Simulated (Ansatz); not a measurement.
# SiNi3 (R-3m) in Ansatz: a series of runs

The runs below take SiNi3 through single point, with PBEsol.

Everything below comes from runs of Ansatz 0.2.0. Logs are shortened: lines on timing, memory, paths and dates and some standing lists are left out, and cuts for length are marked.

## Step 1: Starting point

Symmetry: R-3m, No. 166, trigonal system. The conventional cell has a = 2.586 Å, b = 2.586 Å, c = 22.986 Å, α = 90.00°, β = 90.00°, γ = 120.00°. Ni (site symmetry 3m) has 3 Si at 2.34 Å and 9 Ni at 2.52 to 2.59 Å as nearest neighbours. Around Ni (site symmetry -3m) lie 12 Ni at 2.52 to 2.59 Å. Si (site symmetry -3m) has 6 Ni at 2.34 Å and 6 Si at 2.59 Å as nearest neighbours.

The cell comes from a database or a generator and needn't be the stable form of this composition.

## Step 2: Single point, PBEsol, collinear spin, ferromagnetic start

input.yaml reads:

```yaml
crystal:
  lattice:
    - [1.2928041287, 0.7464008117, 7.661989331]
    - [-1.2928041287, 0.7464008117, 7.661989331]
    - [0.0, -1.4928016234, 7.661989331]
  atoms:
    - { symbol: Ni, position: [0.254733, 0.254733, 0.254733], spin: 0.5 }
    - { symbol: Ni, position: [0.5, 0.5, 0.5], spin: 0.5 }
    - { symbol: Ni, position: [0.745267, 0.745267, 0.745267], spin: 0.5 }
    - { symbol: Si, position: [0.0, 0.0, 0.0] }
hamiltonian:
  xc: pbesol
  pseudopotentials: { kind: paw }
magnetization:
  spin_polarized: true
  initial_magnetization: 1.5
  spin_locking: { lock_magnetization: hard }
kpoints:
  mp_grid: { grid: [10, 10, 10] }
scf:
  occupations: { method: fermi_dirac, width: 0.05 }
  lower_state_search: "off"
output:
  forces: true
  stress: true
  eigenvalues: true
```

Potentials or basis: Ansatz PAW.

Started as:

```bash
> ansatz run input.yaml --threads 2 --pin off --max-ram 5632MiB --backend cpu --events-out ev --progress --plain --runs-dir out
```

The log of the run:

```text
Warning: output.stress: scf.convergence.dr2_threshold = 1e-7 eV (the SCF's general default) is looser than the 4e-10 eV advised for a printed stress (1e-10 eV for each atom of the cell: 4). What an SCF threshold leaves in a stress goes as its square root, and in the free energy as the threshold itself, and one threshold admits the most on a small cell: of the crystals measured, under no hybrid functional and no lock of the moments, on runs that ended without the residual-converged pass, on stresses that held no estimate of that error, the worst erred by over 100 MPa in a component at 1e-7 eV an atom and by under 5 at 1e-10. Set scf.convergence.dr2_threshold to 4e-10 eV or tighter. The threshold is an SCF's pass mark: one that does not reach it within its budget of iterations ends unconverged, or closes short of it on a stop that the run arms, and scf.convergence.dr2_threshold's page says what that costs each kind of run
Warning: RAYON_NUM_THREADS=2 ignored (pool sized by the plan → 2); use --threads N
basis.fft_grid_basis auto: the FFT boxes are laid along the combinations [[1, 0, -1], [0, 1, -1], [0, 0, 1]] of the cell's own vectors, 2.586, 2.586 and 7.806 Å long. The dense box has 18×18×54 points. Along the cell's own vectors, as sized, it would have 54×54×54, 9.00 times as many. Of the 12 symmetry operations that the crystal satisfies within crystal.symmetry.tolerance (time reversal apart; of a slab, those that keep its plane) the dense box along the cell's own vectors carries 12, and the one as laid loses 8 of those. basis.fft_grid_basis: typed keeps the cell's own vectors: state it where this run's energies or levels are differenced outside the engine with another run's, or held beside a run that keeps those vectors.
Engine: ansatz 0.2.0, aarch64-unknown-linux-gnu
Pseudopotentials: kind: paw
Pseudopotential: Ni, paw, valence charge 18, recommended cutoff 420 eV (normal), Ni.paw.azcp
Pseudopotential: Si, paw, valence charge 4, recommended cutoff 420 eV (normal), Si.paw.azcp
Functional definition: PBEsol
  exchange = pbesol_x
  correlation = pbesol_c
Crystal: 4 atoms, lattice volume = 44.361 Å³
Basis set: ecut = 420 eV, 889 PW (Γ), FFT grids on a1−a3, a2−a3, a3, exchange–correlation on 36×36×108 points (8 copies of the dense FFT grid, shifted against one another)
Bands: 36, of which v1, the nominal top of the filled ones, is band 29 counted from 1 (28 counted from 0)
Symmetry: 12 space group operations
Space group: R-3m (ITA 166), of the structure as read, at distance tolerance 3.5e-5 Å
Magnetic group: BNS 166.97 (UNI 1327), of the structure as read, at distance tolerance 3.5e-5 Å
k-points: 116 of 1000
Non-local potential: Ni, projectors of the file, l = 0: 3, l = 1: 2, l = 2: 3, l = 3: 1
Non-local potential: Si, projectors of the file, l = 0: 2, l = 1: 2, l = 2: 2
PAW form: soft (Blöchl's): semilocal exchange-correlation on the pseudo side does not see the compensation charge
PAW frozen core: Ni, regenerated for the run's functional, and the local potential with it (the file was generated under x = pbe(κ = 0.804, μ = 0.2195149727645171), c = pbe(β = 0.06672455060314922))
PAW frozen core: Si, regenerated for the run's functional, and the local potential with it (the file was generated under x = pbe(κ = 0.804, μ = 0.2195149727645171), c = pbe(β = 0.06672455060314922))
PAW one-centre angular grid: Ni, 590 points (default); XC on 64 Gauss nodes
PAW one-centre angular grid: Si, 110 points (default); XC on 64 Gauss nodes
Initial density: superposition of atomic densities (chi_scale 0.1, normalization cell)
Starting moments: Σ|m| = 1.5 μB on 3 of 4 sites
Initial wavefunctions: pseudopotential atomic-orbital guess
Functional: x = pbesol(κ = 0.804, μ = 0.12345679012345678), c = pbesol(β = 0.046)
SCF iter   1: F=—  HF=-18037.409487 eV  |F-HF|=—  |Δ(HF+E_count)|=         —  Δρ=3.88e-2 (↑3.46e-2 ↓3.88e-2)  dr2=1.88e0  dr2_m=1.67e-1  M=1.500 μB ∫|m|=1.500 μB  β_m=0.30  ethr=3.10e-3  ⟨swp⟩=5.3  Hψ=29433  notcnv=0  defer=18
preconditioner: auto → Kerker (q_TF=auto, 2.853 Å⁻¹)  [metal: Δε(μ)=0.010 eV  Ē_g=7.729 eV  σ=0.050 eV  W_gap=0.05  n_scr=12 (ndim 8)  ℏωp=32.5 eV  f_vac=0.000  D(μ)=3.76/eV (n_scr^D=50)]
spin=Collinear: Kerker preconditioning applied to the charge; magnetization (m = ρ↑ − ρ↓) channel mixes plain (no charge-response kernel on spin).
SCF iter   2: F=—  HF=-18037.289301 eV  |F-HF|=—  |Δ(HF+E_count)|=   1.20e-1  Δρ=2.36e-2 (↑2.36e-2 ↓1.76e-2)  dr2=7.99e-1  dr2_m=4.68e-2  M=1.500 μB ∫|m|=1.503 μB  β_m=0.40  ethr=3.10e-3  ⟨swp⟩=2.0  Hψ=11336  notcnv=0  defer=297
SCF iter   3: F=—  HF=-18037.299655 eV  |F-HF|=—  |Δ(HF+E_count)|=   1.04e-2  Δρ=6.58e-2 (↑1.61e-2 ↓6.58e-2)  dr2=2.64e0  dr2_m=3.09e-1  M=1.500 μB ∫|m|=1.528 μB  β_m=0.16  ethr=1.38e-3  ⟨swp⟩=2.8  Hψ=12293  notcnv=0  defer=297  recentre
SCF iter   4: F=—  HF=-18037.220088 eV  |F-HF|=—  |Δ(HF+E_count)|=   7.96e-2  Δρ=1.89e-2 (↑1.89e-2 ↓1.27e-2)  dr2=5.07e-1  dr2_m=3.05e-2  M=1.500 μB ∫|m|=1.513 μB  β_m=0.11  ethr=1.38e-3  ⟨swp⟩=2.0  Hψ=11159  notcnv=0  defer=295
SCF iter   5: F=—  HF=-18037.168634 eV  |F-HF|=—  |Δ(HF+E_count)|=   5.15e-2  Δρ=1.03e-2 (↑9.27e-3 ↓1.03e-2)  dr2=1.01e-1  dr2_m=2.28e-2  M=1.500 μB ∫|m|=1.539 μB  β_m=0.42  ethr=8.75e-4  ⟨swp⟩=2.0  Hψ=9318  notcnv=0  defer=295
SCF iter   6: F=—  HF=-18037.138792 eV  |F-HF|=—  |Δ(HF+E_count)|=   2.98e-2  Δρ=5.92e-3 (↑2.28e-3 ↓5.92e-3)  dr2=2.88e-2  dr2_m=2.15e-3  M=1.500 μB ∫|m|=1.592 μB  β_m=0.54  ethr=1.75e-4  ⟨swp⟩=2.8  Hψ=14387  notcnv=0  defer=297
SCF iter   7: F=—  HF=-18037.138400 eV  |F-HF|=—  |Δ(HF+E_count)|=   3.92e-4  Δρ=5.40e-3 (↑1.26e-3 ↓5.40e-3)  dr2=2.31e-2  dr2_m=1.89e-3  M=1.500 μB ∫|m|=1.592 μB  β_m=0.60  ethr=4.96e-5  ⟨swp⟩=1.9  Hψ=8952  notcnv=0  defer=294
SCF iter   8: F=—  HF=-18037.137607 eV  |F-HF|=—  |Δ(HF+E_count)|=   7.92e-4  Δρ=1.22e-3 (↑4.05e-4 ↓1.22e-3)  dr2=1.64e-3  dr2_m=7.99e-5  M=1.500 μB ∫|m|=1.592 μB  β_m=0.59  ethr=3.98e-5  ⟨swp⟩=1.0  Hψ=8066  notcnv=0  defer=294
SCF iter   9: F=—  HF=-18037.137584 eV  |F-HF|=—  |Δ(HF+E_count)|=   2.32e-5  Δρ=4.83e-4 (↑1.64e-4 ↓4.83e-4)  dr2=2.51e-4  dr2_m=1.42e-5  M=1.500 μB ∫|m|=1.591 μB  β_m=0.62  ethr=2.83e-6  ⟨swp⟩=1.0  Hψ=8594  notcnv=0  defer=294
SCF iter  10: F=—  HF=-18037.137577 eV  |F-HF|=—  |Δ(HF+E_count)|=   7.38e-6  Δρ=1.51e-4 (↑4.76e-5 ↓1.51e-4)  dr2=1.01e-5  dr2_m=1.42e-6  M=1.500 μB ∫|m|=1.591 μB  β_m=0.81  ethr=4.33e-7  ⟨swp⟩=1.0  Hψ=8099  notcnv=0  defer=294
SCF iter  11: F=—  HF=-18037.137583 eV  |F-HF|=—  |Δ(HF+E_count)|=   6.21e-6  Δρ=9.04e-5 (↑4.14e-5 ↓9.04e-5)  dr2=9.31e-6  dr2_m=2.73e-7  M=1.500 μB ∫|m|=1.591 μB  β_m=0.70  ethr=1.74e-8  ⟨swp⟩=2.1  Hψ=11763  notcnv=0  defer=294
SCF iter  12: F=—  HF=-18037.137583 eV  |F-HF|=—  |Δ(HF+E_count)|=   2.90e-7  Δρ=4.68e-5 (↑2.34e-5 ↓4.68e-5)  dr2=2.57e-6  dr2_m=5.85e-8  M=1.500 μB ∫|m|=1.591 μB  β_m=0.69  ethr=1.60e-8  ⟨swp⟩=1.0  Hψ=8057  notcnv=0  defer=294
iter 13 did not close the SCF: its close was put off for a magnetic moment that had not settled (scf_convergence_deferred on its scf_iter line)
SCF iter  13: F=-18037.137583 eV  HF=-18037.137583 eV  |F-HF|=3.51e-8  |Δ(HF+E_count)|=   9.00e-8  Δρ=1.05e-5 (↑3.36e-6 ↓1.05e-5)  dr2=4.09e-8  dr2_m=1.07e-8  M=1.500 μB ∫|m|=1.591 μB  β_m=0.70  ethr=1.72e-10  ⟨swp⟩=8.7  Hψ=36961  notcnv=0
SCF iter  14: F=-18037.137583 eV  HF=-18037.137583 eV  |F-HF|=2.95e-8  |Δ(HF+E_count)|=   2.25e-9  Δρ=7.39e-6 (↑1.02e-6 ↓7.39e-6)  dr2=3.27e-8  dr2_m=4.33e-9  M=1.500 μB ∫|m|=1.591 μB  ethr=7.06e-11  ⟨swp⟩=2.3  Hψ=24656  notcnv=0
SCF 1 converged in 14 iterations: F = -18037.137583 eV  dr2 = 3.27e-8
SCF converged after 14 iterations
Stability checked in part: among states of this total moment the steps that led to this state did not find it unstable. No probe was made; neither looks for a lower state of another moment (fixed_total_moment; see scf.lower_state_search)
Magnetization: 1.5000 μB (29.7500 up, 28.2500 down)
Absolute magnetization: 1.5921 μB (∫|ρ↑−ρ↓|, with the PAW one-centre terms)
Spin contamination: 0.0152 ħ² per cell (⟨S²⟩ above its minimum at these occupations)
Per-site moments (μB) at R_I (Å): [(0.3604999865763993, 0.966750644366412), (0.7660284651354466, 1.0375179765380758), (0.36049998657639987, 0.9667506443664124), (0.030327160649205494, 0.966750644366412)]
Free energy (F): -18037.137583 eV
Harris-Foulkes:  -18037.137583 eV  (|F-HF|=2.95e-8)
Internal energy: -18037.102649 eV  (E = F + TS)
E sigma→0 (E₀):  -18037.120116 eV
Entropy (-TS):   -0.034934 eV (-8.733 meV/atom)
Fermi energy:    16.865202 (↑ 17.065970, ↓ 16.664434) eV
--- Per-component energies (eV) ---
  E_band       = -885.010818
  E_kinetic    = 895.130819
  E_local      = -12603.176417  (includes V_loc(G=0)·N_el)
  E_nonlocal   = 1935.576046
  E_hartree    = 5420.676068
  E_xc         = -310.912089
  E_vxc        = -378.492563  (∫ρ·V_xc dr)
  E_paw        = -5285.040496  (= ΣΔE_a)
  E_vpaw       = -1575.398253  (= ΣTr[D̂ρ^β])
  E_aug_tail   = 0.001434  (compensation charges beyond the density's cutoff)
  E_ewald      = -8089.981441
  E_core_change = 0.623427  (= ΣΔE_core)
  E_smearing   = -0.034934  (= −TS)
  E_closure    = 0.000000  (closes the sum)
  Σ components = -18037.137583   (vs F -18037.137583, Δ=0.00e0)
--- Forces (eV/Å), atoms counted from 1 ---
  atom   1  Ni     0.00000000    -0.00000000    -0.10060577
  atom   2  Ni     0.00000000     0.00000000    -0.00000000
  atom   3  Ni    -0.00000000     0.00000000     0.10060577
  atom   4  Si     0.00000000     0.00000000    -0.00000000
  max |Σ_I F_I| component: 1.39e-17 eV/Å
--- Stress (GPa, compression-positive) ---
       -5.419086       0.000000      -0.000000
        0.000000      -5.419086       0.000000
        0.000000      -0.000000      -4.271427
  P = ⅓ Tr σ = -5.0365 GPa (-50.365 kbar)
--- Band table (eV; the first three rows and the last of 232) ---
  k-point 0 ↑: bands = ["-86.4721", "-86.4568", "-86.4499", "-47.2193", "-47.2061", "-46.9716", "-46.9716", "-46.8941", "-46.8341", "-46.8341", "-46.8332", "-46.8332", "3.0003", "8.6003", "9.2456", "12.1699", "13.7044", "14.4295", "14.4611", "14.4611", "14.5032", "14.5032", "14.6309", "14.6309", "15.3203", "15.3203", "15.3455", "15.3455", "15.4367", "15.8835", "15.8835", "20.6029", "28.7533", "28.8001", "28.8001", "29.7377"]
  k-point 1 ↑: bands = ["-86.4704", "-86.4555", "-86.4490", "-47.2169", "-47.2053", "-46.9814", "-46.9744", "-46.8966", "-46.8441", "-46.8422", "-46.8368", "-46.8357", "3.2824", "8.8719", "9.5625", "12.3581", "13.6952", "14.2570", "14.3502", "14.4348", "14.5303", "14.6172", "14.6241", "14.7011", "14.7518", "15.2040", "15.2053", "15.4062", "15.5063", "15.8957", "16.8902", "20.7423", "25.7542", "27.1240", "28.6430", "30.3717"]
  k-point 2 ↑: bands = ["-86.4659", "-86.4521", "-86.4469", "-47.2105", "-47.2033", "-47.0066", "-46.9814", "-46.9077", "-46.8725", "-46.8587", "-46.8438", "-46.8425", "4.1194", "9.6646", "10.4281", "12.8133", "13.5870", "13.7677", "13.9334", "14.1948", "14.4562", "14.6221", "14.7576", "14.9412", "14.9802", "15.0189", "15.1835", "15.4720", "15.7308", "15.9202", "18.1829", "21.1586", "22.1926", "25.5156", "27.7400", "28.7247"]
  k-point 115 ↓: bands = ["-86.0151", "-86.0149", "-85.5380", "-46.7287", "-46.7210", "-46.4311", "-46.4311", "-46.4308", "-46.4308", "-46.0659", "-46.0309", "-46.0309", "3.0912", "7.8931", "11.0644", "11.5904", "13.9606", "14.8606", "14.8606", "14.9607", "14.9924", "14.9924", "15.1213", "15.1435", "15.1435", "15.5873", "15.5873", "15.8961", "15.8961", "16.5446", "16.5446", "23.1295", "25.3108", "28.8984", "28.8984", "29.8405"]
```

It took 14 s on 2 threads of Arm Neoverse V2, shared host; peak memory 0.51 GiB.

What came out:

* Free energy: -18037.1376 eV
* Pressure: -5.0 GPa
* Largest force: 0.101 eV/Å
* Net moment: 1.50 μB per cell
* Absolute moment: 1.59 μB per cell
* Site moments: Ni +0.36, +0.77; Si +0.03 μB

Forces in eV/Å, atoms in the order of the input:
```
Ni   0.000  0.000 -0.101
Ni   0.000  0.000  0.000
Ni   0.000  0.000  0.101
Si   0.000  0.000  0.000
```

Caveat: the total moment is fixed, so each spin has its own Fermi level; the PAW data sets come from PBE, with cores solved anew for the run's functional, which leaves a small shift of forces and pressure; the thresholds are loose for stress.

## Step 3: Single point, PBEsol, collinear spin, ferromagnetic start

input.yaml reads:

```yaml
crystal:
  lattice:
    - [1.2928041287, 0.7464008117, 7.661989331]
    - [-1.2928041287, 0.7464008117, 7.661989331]
    - [0.0, -1.4928016234, 7.661989331]
  atoms:
    - { symbol: Ni, position: [0.254733, 0.254733, 0.254733], spin: 0.7333333333 }
    - { symbol: Ni, position: [0.5, 0.5, 0.5], spin: 0.7333333333 }
    - { symbol: Ni, position: [0.745267, 0.745267, 0.745267], spin: 0.7333333333 }
    - { symbol: Si, position: [0.0, 0.0, 0.0] }
hamiltonian:
  xc: pbesol
  pseudopotentials: { kind: paw }
magnetization:
  spin_polarized: true
  initial_magnetization: 2.2
  spin_locking: { lock_magnetization: hard }
kpoints:
  mp_grid: { grid: [10, 10, 10] }
scf:
  occupations: { method: fermi_dirac, width: 0.05 }
  lower_state_search: "off"
output:
  forces: true
  stress: true
  eigenvalues: true
```

Potentials or basis: Ansatz PAW.

Started as:

```bash
> ansatz run input.yaml --threads 2 --pin off --max-ram 5632MiB --backend cpu --events-out ev --progress --plain --runs-dir out
```

It took 14 s on 2 threads of Arm Neoverse V2, shared host; peak memory 0.52 GiB.

The run converged. Its results:

```yaml
Free_energy: -18036.9458 eV
Pressure: -3.1 GPa
Largest_force: 0.286 eV/Å
Net_moment: 2.20 μB per cell
Absolute_moment: 2.26 μB per cell
Site_moments: Ni +0.59, +0.93; Si +0.06 μB
```

Forces in eV/Å, atoms in the order of the input:
```
Ni   0.000  0.000 -0.286
Ni   0.000  0.000  0.000
Ni   0.000  0.000  0.286
Si   0.000  0.000  0.000
```

Stress tensor (GPa, compression positive):
```
-3.61  0.00  0.00
 0.00 -3.61  0.00
 0.00  0.00 -2.00
```

Caveat: the total moment is fixed, so each spin has its own Fermi level; the PAW data sets come from PBE, with cores solved anew for the run's functional, which leaves a small shift of forces and pressure; the thresholds are loose for stress.

## Step 4: Single point, PBEsol, collinear spin, ferromagnetic start

input.yaml reads:

```yaml
crystal:
  lattice:
    - [1.2928041287, 0.7464008117, 7.661989331]
    - [-1.2928041287, 0.7464008117, 7.661989331]
    - [0.0, -1.4928016234, 7.661989331]
  atoms:
    - { symbol: Ni, position: [0.254733, 0.254733, 0.254733], spin: 1.0 }
    - { symbol: Ni, position: [0.5, 0.5, 0.5], spin: 1.0 }
    - { symbol: Ni, position: [0.745267, 0.745267, 0.745267], spin: 1.0 }
    - { symbol: Si, position: [0.0, 0.0, 0.0] }
hamiltonian:
  xc: pbesol
  pseudopotentials: { kind: paw }
magnetization:
  spin_polarized: true
  initial_magnetization: 3.0
  spin_locking: { lock_magnetization: hard }
kpoints:
  mp_grid: { grid: [10, 10, 10] }
scf:
  occupations: { method: fermi_dirac, width: 0.05 }
  lower_state_search: "off"
output:
  forces: true
  stress: true
  eigenvalues: true
```

Started as:

```bash
> ansatz run input.yaml --threads 2 --pin off --max-ram 5632MiB --backend cpu --events-out ev --progress --plain --runs-dir out
```

Run time: 14 s. Hardware: 2 threads of Arm Neoverse V2, shared host; peak memory 0.51 GiB.

It converged, with:

- Free energy: -18036.5120 eV
- Pressure: -0.5 GPa
- Largest force: 0.587 eV/Å
- Net moment: 3.00 μB per cell
- Absolute moment: 3.00 μB per cell
- Site moments: Ni +0.79, +1.15; Si +0.11 μB

Forces in eV/Å, atoms in the order of the input:
```
Ni   0.000  0.000 -0.587
Ni   0.000  0.000  0.000
Ni   0.000  0.000  0.587
Si   0.000  0.000  0.000
```

Stress tensor (GPa, compression positive):
```
-2.65  0.00  0.00
 0.00 -2.65  0.00
 0.00  0.00  3.66
```

Caveat: the total moment is fixed, so each spin has its own Fermi level; the PAW data sets come from PBE, with cores solved anew for the run's functional, which leaves a small shift of forces and pressure; the thresholds are loose for stress.

## Step 5: Single point, PBEsol, collinear spin, ferromagnetic start

input.yaml reads:

```yaml
crystal:
  lattice:
    - [1.2928041287, 0.7464008117, 7.661989331]
    - [-1.2928041287, 0.7464008117, 7.661989331]
    - [0.0, -1.4928016234, 7.661989331]
  atoms:
    - { symbol: Ni, position: [0.254733, 0.254733, 0.254733], spin: 1.2666666667 }
    - { symbol: Ni, position: [0.5, 0.5, 0.5], spin: 1.2666666667 }
    - { symbol: Ni, position: [0.745267, 0.745267, 0.745267], spin: 1.2666666667 }
    - { symbol: Si, position: [0.0, 0.0, 0.0] }
hamiltonian:
  xc: pbesol
  pseudopotentials: { kind: paw }
magnetization:
  spin_polarized: true
  initial_magnetization: 3.8
  spin_locking: { lock_magnetization: hard }
kpoints:
  mp_grid: { grid: [10, 10, 10] }
scf:
  occupations: { method: fermi_dirac, width: 0.05 }
  lower_state_search: "off"
output:
  forces: true
  stress: true
  eigenvalues: true
  write_density: true
  write_potential: true
  elf: true
  volumetric_format: npy
```

Started as:

```bash
> ansatz run input.yaml --threads 2 --pin off --max-ram 5632MiB --backend cpu --events-out ev --progress --plain --runs-dir out
```

It took 18 s on 2 threads of Arm Neoverse V2, shared host; peak memory 0.52 GiB.

The run converged. Its results:

```
Free energy     : -18035.7910 eV
Pressure        : 2.9 GPa
Largest force   : 0.855 eV/Å
Net moment      : 3.80 μB per cell
Absolute moment : 3.80 μB per cell
Site moments    : Ni +1.00, +1.30; Si +0.19 μB
```

Forces on the atoms (eV/Å):
```
Ni   0.000  0.000 -0.855
Ni   0.000  0.000  0.000
Ni   0.000  0.000  0.855
Si   0.000  0.000  0.000
```

Stress tensor (GPa, compression positive):
```
0.23 0.00 0.00
0.00 0.23 0.00
0.00 0.00 8.10
```

Caveat: the total moment is fixed, so each spin has its own Fermi level; the PAW data sets come from PBE, with cores solved anew for the run's functional, which leaves a small shift of forces and pressure; the thresholds are loose for stress.

## Step 6: Overview

```tsv
fixed moment (μB)	pressure (GPa)	moment (μB)	largest force (eV/Å)
1.5	-5.0	1.50	0.10
2.2	-3.1	2.20	0.29
3.0	-0.5	3.00	0.59
3.8	2.9	3.80	0.85
```

Alike in all rows: task single point; level PBEsol; potentials or basis Ansatz PAW; spin collinear, ferromagnetic start; cell as given; k mesh 10 × 10 × 10; cutoff (eV) 420; smearing fermi-dirac 0.05 eV.

Caveats: the total moment is fixed, so each spin has its own Fermi level; the PAW data sets come from PBE, with cores solved anew for the run's functional, which leaves a small shift of forces and pressure; the thresholds are loose for stress.

Absolute energies hang on the potentials; compare differences alone.
